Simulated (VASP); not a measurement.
# ZrB (Fm-3m) in VASP: further runs

Runs on ZrB. Level: r2SCAN. Tasks: equation of state.

Everything below comes from runs of VASP 6.6.1. Logs are shortened: lines on timing, memory, paths and dates and some standing lists are left out, and cuts for length are marked.

## Step 1: The structure

It takes space group Fm-3m (No. 225, cubic). The conventional cell has a = 4.910 Å, b = 4.910 Å, c = 4.910 Å, α = 90.00°, β = 90.00°, γ = 90.00°. Zr (site symmetry m-3m) has 6 B at 2.46 Å as nearest neighbours. B (site symmetry m-3m) is surrounded by 6 Zr at 2.46 Å.

## Step 2: Equation of state, r2SCAN, 14.21 Å³/atom (a relaxed cell with its volume scaled by 0.96)

File INCAR:

```
  PREC = Accurate
  ENCUT = 520
  EDIFF = 1E-6
  ISMEAR = -1
  SIGMA = 0.05
  LREAL = F
  LASPH = T
  NELM = 80
  ALGO = Normal
  ISIF = 2
  LWAVE = F
  LCHARG = F
  METAGGA = R2SCAN
  LMIXTAU = T
```

File KPOINTS:

```
regular mesh
0
Gamma
  8 8 8
```

File POSCAR:

```
ZrB                                     
1.0
   -0.0000000000      2.4219796788      2.4219796788
    2.4219796788      0.0000000000      2.4219796788
    2.4219796788      2.4219796788     -0.0000000000
  Zr              B             
     1     1
Direct
     0.0000000000000000    1.0000000000000000    1.0000000000000000
     0.5000000000000000    0.5000000000000000    0.5000000000000000
```

Potentials or basis: VASP PAW PBE potentials, release 64 (Zr_sv, B).

Command:

```sh
$ cat potpaw_PBE.64/Zr_sv/POTCAR potpaw_PBE.64/B/POTCAR > POTCAR
$ mpirun -np 1 vasp_std > vasp.out
```

OUTCAR:

```text
PREC = Accurate
   ENCUT = 520
   EDIFF = 1E-6
   ISMEAR = -1
   LREAL = F
   LASPH = T
   NELM = 80
   ISIF = 2
   METAGGA = R2SCAN

 ion  position               nearest neighbor table
   1  0.000  0.000  0.000-   2 2.42   2 2.42   2 2.42   2 2.42   2 2.42   2 2.42
   2  0.500  0.500  0.500-   1 2.42   1 2.42   1 2.42   1 2.42   1 2.42   1 2.42

  LATTYP: Found a face centered cubic cell.
 ALAT       =     4.8439593576

  Lattice vectors:

 A1 = (   0.0000000000,   2.4219796788,   2.4219796788)
 A2 = (   2.4219796788,   0.0000000000,   2.4219796788)
 A3 = (   2.4219796788,   2.4219796788,   0.0000000000)

Analysis of symmetry for initial positions (statically):
=====================================================================
 Subroutine PRICEL returns:
 Original cell was already a primitive cell.

 Routine SETGRP: Setting up the symmetry group for a
 face centered cubic supercell.

 Subroutine GETGRP returns: Found 48 space group operations
 (whereof 48 operations were pure point group operations)
 out of a pool of 48 trial point group operations.

The static configuration has the point symmetry O_h .

Analysis of symmetry for dynamics (positions and initial velocities):
=====================================================================
 Subroutine PRICEL returns:
 Original cell was already a primitive cell.

 Routine SETGRP: Setting up the symmetry group for a
 face centered cubic supercell.

 Subroutine GETGRP returns: Found 48 space group operations
 (whereof 48 operations were pure point group operations)
 out of a pool of 48 trial point group operations.

The dynamic configuration has the point symmetry O_h .

 Subroutine INISYM returns: Found 48 space group operations
 (whereof 48 operations are pure point group operations),
 and found     1 'primitive' translations

----------------------------------------------------------------------------------------

                                     Primitive cell

  volume of cell :      28.4146

  direct lattice vectors                    reciprocal lattice vectors
     0.000000000  2.421979679  2.421979679    -0.206442690  0.206442690  0.206442690
     2.421979679  0.000000000  2.421979679     0.206442690 -0.206442690  0.206442690
     2.421979679  2.421979679  0.000000000     0.206442690  0.206442690 -0.206442690

  length of vectors
     3.425196510  3.425196510  3.425196510     0.357569228  0.357569228  0.357569228

  position of ions in fractional coordinates (direct lattice)
     0.000000000  0.000000000  0.000000000
     0.500000000  0.500000000  0.500000000

  ion indices of the primitive-cell ions
   primitive index   ion index
                 1           1
                 2           2

----------------------------------------------------------------------------------------

 KPOINTS: regular mesh

Automatic generation of k-mesh.
 Grid dimensions read from file:
 generate k-points for:    8    8    8

 Generating k-lattice:

  Cartesian coordinates                     Fractional coordinates (reciprocal lattice)
    -0.025805336  0.025805336  0.025805336     0.125000000  0.000000000  0.000000000
     0.025805336 -0.025805336  0.025805336     0.000000000  0.125000000  0.000000000
     0.025805336  0.025805336 -0.025805336     0.000000000  0.000000000  0.125000000

  Length of vectors
     0.044696153  0.044696153  0.044696153

  Shift w.r.t. Gamma in fractional coordinates (k-lattice)
     0.000000000  0.000000000  0.000000000

 Subroutine IBZKPT returns following result:
 ===========================================

 Found     29 irreducible k-points:

 Following reciprocal coordinates:
            Coordinates               Weight
  0.000000  0.000000  0.000000      1.000000
  0.125000  0.000000  0.000000      8.000000
  0.250000  0.000000  0.000000      8.000000
  0.375000  0.000000  0.000000      8.000000
  0.500000  0.000000  0.000000      4.000000
  0.125000  0.125000  0.000000      6.000000
[... 16 lines left out ...]
  0.500000  0.250000  0.125000     48.000000
 -0.375000  0.250000  0.125000     24.000000
 [... further k-points ...]
   k-points           NKPTS =     29   k-points in BZ     NKDIM =     29   number of bands    NBANDS=     11
   number of dos      NEDOS =    301   number of ions     NIONS =      2
   total plane-waves  NPLWV =  21952
   dimension x,y,z NGX =    28 NGY =   28 NGZ =   28
   dimension x,y,z NGXF=    56 NGYF=   56 NGZF=   56
   ions per type =               1   1
   NGX,Y,Z   is equivalent  to a cutoff of  13.59, 13.59, 13.59 a.u.
   NGXF,Y,Z  is equivalent  to a cutoff of  27.18, 27.18, 27.18 a.u.
 SYSTEM =  unknown system
   PREC   = accura    normal or accurate (medium, high low for compatibility)
   ISTART =      0    job   : 0-new  1-cont  2-samecut
   ICHARG =      2    charge: 1-file 2-atom 10-const
   ISPIN  =      1    spin polarized calculation?
   LNONCOLLINEAR =      F non collinear calculations
   LSORBIT =      F    spin-orbit coupling
   LASPH  =      T    aspherical Exc in radial PAW
   ENCUT  =  520.0 eV  38.22 Ry    6.18 a.u.   6.37  6.37  6.37*2*pi/ulx,y,z
   NELM   =     80;   NELMIN=  2; NELMDL= -5     # of ELM steps
   EDIFF  = 0.1E-05   stopping-criterion for ELM
   LREAL  =      F    real-space projection
   EDIFFG = 0.1E-04   stopping-criterion for IOM
   NSW    =      0    number of steps for IOM
   IBRION =     -1    ionic relax: 0-MD 1-quasi-New 2-CG
   NFREE  =      0    steps in history (QN), initial steepest desc. (CG)
   ISIF   =      2    stress and relaxation
   ISYM   =      2    0-nonsym 1-usesym 2-fastsym
   POTIM  = 0.5000    time-step for ionic-motion
   TEBEG  =    0.0;   TEEND  =   0.0 temperature during run
   PSTRESS=    0.0 pullay stress
   NELECT =      15.0000    total number of electrons
   NUPDOWN=      -1.0000    fix difference up-down
   EMIN   =  10.00;   EMAX   =-10.00  energy-range for DOS
   EFERMI =   0.00;   METHOD = LEGACY
   ISMEAR =    -1;   SIGMA  =   0.05  broadening in eV -4-tet -1-fermi 0-gaus
   EFERMI_NEDOS =   21; number of points for ismear=-14 and -15
   IALGO  =     38    algorithm
   IMIX   =      4    mixing-type and parameters
     AMIX     =   0.40;   BMIX     =  1.00
     AMIX_MAG =   1.60;   BMIX_MAG =  1.00
  volume/ion in A,a.u.               =      14.21        95.88
  Fermi-wavevector in a.u.,A,eV,Ry     =   1.323096  2.500289 23.818135  1.750584
  Thomas-Fermi vector in A             =   2.452729
   LORBIT       =      0    0 simple, 1 ext, 2 COOP (PROOUT), +10 PAW based schemes
   METAGGA = R2SCAN    functional components
   LHFCALC =     F    Hartree Fock is set to
   AEXX    =    0.0000 exact exchange contribution
   IVDW    =     0    specifies the selected vdW correction
   LEPSILON=     F    determine dielectric tensor
   LRPA    =     F    only Hartree local field effects (RPA)
 non-spin polarized calculation
  energy-cutoff  :      520.00
  volume of cell :       28.41
 maximum number of plane-waves:       778
 NGX is ok and might be reduce to    28
   NGX = 13   NGY = 13   NGZ = 13

 number of electron      15.0000000 magnetization

 Free energy of the ion-electron system (eV)
  ---------------------------------------------------
  ext. energy  EPLUGINS =         0.00000000
  ---------------------------------------------------
  free energy    TOTEN  =       -30.95277711 eV

  energy without entropy =      -30.94374033  energy(sigma->0) =      -30.94825872

 E-fermi :   7.8257     XC(G=0): -12.4913

 val. band max:        7.7511095836   @ k =   0.5000   0.2500   0.0000
 cond. band min:       7.8609409129   @ k =   0.3750   0.2500   0.1250
 fundamental gap:      0.1098313293
 Fermi energy:         7.8257268293

 k-point     1 :       0.0000    0.0000    0.0000
  band No.  band energies     occupation
      1     -41.1665      2.00000
      2     -18.2738      2.00000
      3     -18.2738      2.00000
      4     -18.2738      2.00000
      5      -0.8996      2.00000
      6       9.8461      0.00000
      7       9.8461      0.00000
      8       9.8461      0.00000
      9      11.2252      0.00000
     10      11.2252      0.00000
     11      11.4933      0.00000

 k-point     2 :       0.1250    0.0000    0.0000
  band No.  band energies     occupation
      1     -41.1557      2.00000
      2     -18.3749      2.00000
      3     -18.2833      2.00000
      4     -18.2833      2.00000
      5      -0.5230      2.00000
      6       8.7192      0.00000
      7       9.1461      0.00000
      8       9.1461      0.00000
      9      10.4289      0.00000
     10      10.4289      0.00000
     11      11.9629      0.00000

 k-point     3 :       0.2500    0.0000    0.0000
  band No.  band energies     occupation
      1     -41.1293      2.00000
      2     -18.6114      2.00000
      3     -18.3063      2.00000
      4     -18.3063      2.00000
      5       0.4991      2.00000
      6       6.9086      2.00000
      7       7.7252      1.76378
      8       7.7252      1.76376
      9      11.3034      0.00000
     10      11.3034      0.00000
     11      12.5054      0.00000
[... 267 lines left out ...]
 k-point    23 :       0.5000    0.2500    0.1250
  band No.  band energies     occupation
      1     -41.0882      2.00000
      2     -18.7801      2.00000
      3     -18.4955      2.00000
      4     -18.3760      2.00000
      5       2.0262      2.00000
      6       5.2024      2.00000
      7       6.8395      2.00000
      8       7.2713      1.99997
      9      11.4671      0.00000
     10      13.4538      0.00000
     11      14.2572      0.00000

 k-point    24 :      -0.3750    0.2500    0.1250
  band No.  band energies     occupation
      1     -41.0793      2.00000
      2     -18.8330      2.00000
      3     -18.5125      2.00000
      4     -18.3959      2.00000
      5       2.5105      2.00000
      6       4.7838      2.00000
      7       6.7125      2.00000
      8       7.0587      2.00000
      9      12.5900      0.00000
     10      12.7318      0.00000
     11      14.2139      0.00000

 [... further k-points ...]

------------------------ aborting loop because EDIFF is reached ----------------------------------------

  FORCE on cell =-STRESS in cart. coord.  units (eV):
  Direction    XX          YY          ZZ          XY          YZ          ZX
  --------------------------------------------------------------------------------------
  -------------------------------------------------------------------------------------
  Total        1.3260009      1.3260009      1.3260009      0.0000000      0.0000000     -0.0000000
  in kB       74.7675093     74.7675093     74.7675093      0.0000000      0.0000000     -0.0000000
  external PRESSURE =      74.7675093 kB  Pullay stress =       0.0000000 kB

 VOLUME and BASIS-vectors are now :
 -----------------------------------------------------------------------------
  energy-cutoff  :      520.00
  volume of cell :       28.41
      direct lattice vectors                 reciprocal lattice vectors
     0.000000000  2.421979679  2.421979679    -0.206442690  0.206442690  0.206442690
     2.421979679  0.000000000  2.421979679     0.206442690 -0.206442690  0.206442690
     2.421979679  2.421979679  0.000000000     0.206442690  0.206442690 -0.206442690

 POSITION                                       TOTAL-FORCE (eV/Angst)
 -----------------------------------------------------------------------------------
      0.00000      0.00000      0.00000        -0.000000      0.000000      0.000000
      2.42198      2.42198      2.42198         0.000000     -0.000000     -0.000000
 -----------------------------------------------------------------------------------
    total drift:                               -0.000000      0.000000      0.000000

  FREE ENERGIE OF THE ION-ELECTRON SYSTEM (eV)
  ---------------------------------------------------
  free  energy   TOTEN  =       -30.9527771145 eV

  energy  without entropy=      -30.9437403309  energy(sigma->0) =      -30.94825872
```

It took 37 s on 1 thread of Intel Xeon Platinum 8559C (Emerald Rapids), shared host; peak memory 0.16 GiB.

Results:

```yaml
Free_energy: -30.9528 eV
Pressure: 7.5 GPa
Band_gap_on_the_k_mesh: none (metal or under the smearing width)
```

Caveat: the PAW data sets were made with another functional, which shifts forces and pressure a little.

## Step 3: Equation of state, r2SCAN, 14.50 Å³/atom (a relaxed cell with its volume scaled by 0.98)

INCAR is that of step 2.

KPOINTS is that of step 2.

File POSCAR:

```
ZrB                                     
1.0
   -0.0000000000      2.4386835148      2.4386835148
    2.4386835148      0.0000000000      2.4386835148
    2.4386835148      2.4386835148     -0.0000000000
  Zr              B             
     1     1
Direct
     0.0000000000000000    1.0000000000000000    1.0000000000000000
     0.5000000000000000    0.5000000000000000    0.5000000000000000
```

Potentials or basis: VASP PAW PBE potentials, release 64 (Zr_sv, B).

Command:

```sh
$ cat potpaw_PBE.64/Zr_sv/POTCAR potpaw_PBE.64/B/POTCAR > POTCAR
$ mpirun -np 1 vasp_std > vasp.out
```

Wall time 40 s (1 thread of Intel Xeon Platinum 8559C (Emerald Rapids), shared host); peak memory 0.17 GiB.

The run converged. Its results:

| Item | Value |
| --- | --- |
| Free energy | -30.9735 eV |
| Pressure | 3.7 GPa |
| Band gap on the k mesh | none (metal or under the smearing width) |

Caveat: the PAW data sets were made with another functional, which shifts forces and pressure a little.

## Step 4: Equation of state, r2SCAN, 14.80 Å³/atom

INCAR is that of step 3.

KPOINTS is that of step 3.

File POSCAR:

```
ZrB                                     
1.0
   -0.0000000000      2.4551616059      2.4551616059
    2.4551616059      0.0000000000      2.4551616059
    2.4551616059      2.4551616059     -0.0000000000
  Zr              B             
     1     1
Direct
     0.0000000000000000    1.0000000000000000    1.0000000000000000
     0.5000000000000000    0.5000000000000000    0.5000000000000000
```

Command:

```sh
$ cat potpaw_PBE.64/Zr_sv/POTCAR potpaw_PBE.64/B/POTCAR > POTCAR
$ mpirun -np 1 vasp_std > vasp.out
```

Run time: 38 s. Hardware: 1 thread of Intel Xeon Platinum 8559C (Emerald Rapids), shared host; peak memory 0.16 GiB.

The run converged. Its results:

| Property | Result |
| --- | --- |
| Free energy | -30.9807 eV |
| Pressure | 0.2 GPa |
| Band gap on the k mesh | none (metal or under the smearing width) |

Caveat: the PAW data sets were made with another functional, which shifts forces and pressure a little.

## Step 5: Equation of state, r2SCAN, 15.10 Å³/atom (a relaxed cell with its volume scaled by 1.02)

INCAR is that of step 4.

KPOINTS is that of step 4.

File POSCAR:

```
ZrB                                     
1.0
   -0.0000000000      2.4714214282      2.4714214282
    2.4714214282      0.0000000000      2.4714214282
    2.4714214282      2.4714214282     -0.0000000000
  Zr              B             
     1     1
Direct
     0.0000000000000000    1.0000000000000000    1.0000000000000000
     0.5000000000000000    0.5000000000000000    0.5000000000000000
```

Command:

```sh
$ cat potpaw_PBE.64/Zr_sv/POTCAR potpaw_PBE.64/B/POTCAR > POTCAR
$ mpirun -np 1 vasp_std > vasp.out
```

Run time: 41 s. Hardware: 1 thread of Intel Xeon Platinum 8559C (Emerald Rapids), shared host; peak memory 0.16 GiB.

It converged, with:

| Item | Value |
| --- | --- |
| Free energy | -30.9758 eV |
| Pressure | -2.9 GPa |
| Band gap on the k mesh | none (metal or under the smearing width) |

Caveat: the PAW data sets were made with another functional, which shifts forces and pressure a little.

## Step 6: Equation of state, r2SCAN, 15.39 Å³/atom (a relaxed cell with its volume scaled by 1.04)

INCAR is that of step 5.

KPOINTS is that of step 5.

File POSCAR:

```
ZrB                                     
1.0
   -0.0000000000      2.4874700690      2.4874700690
    2.4874700690      0.0000000000      2.4874700690
    2.4874700690      2.4874700690     -0.0000000000
  Zr              B             
     1     1
Direct
     0.0000000000000000    1.0000000000000000    1.0000000000000000
     0.5000000000000000    0.5000000000000000    0.5000000000000000
```

Potentials or basis: VASP PAW PBE potentials, release 64 (Zr_sv, B).

Command:

```sh
$ cat potpaw_PBE.64/Zr_sv/POTCAR potpaw_PBE.64/B/POTCAR > POTCAR
$ mpirun -np 1 vasp_std > vasp.out
```

It took 50 s on 1 thread of Intel Xeon Platinum 8559C (Emerald Rapids), shared host; peak memory 0.17 GiB.

It converged, with:

- Free energy: -30.9599 eV
- Pressure: -5.8 GPa
- Band gap on the k mesh: none (metal or under the smearing width)

Caveat: the PAW data sets were made with another functional, which shifts forces and pressure a little.

## Step 7: Equation of state, r2SCAN

Potentials or basis: VASP PAW PBE potentials, release 64 (Zr_sv, B).

No new run: the results of the series are fitted here.

What came out:

| Property | Result |
| --- | --- |
| Equilibrium volume | 14.82 Å³/atom |
| Bulk modulus | 163 GPa |
| Pressure derivative of the bulk modulus | 3.9 (rough: it moves with the points fitted) |

Energy against volume, from the lowest point:
```
volume (Å³/atom)  energy (meV/atom)
          14.207              13.97
          14.503               3.63
          14.799               0.00
          15.095               2.45
          15.391              10.43
```

Caveat: the PAW data sets were made with another functional, which shifts forces and pressure a little.
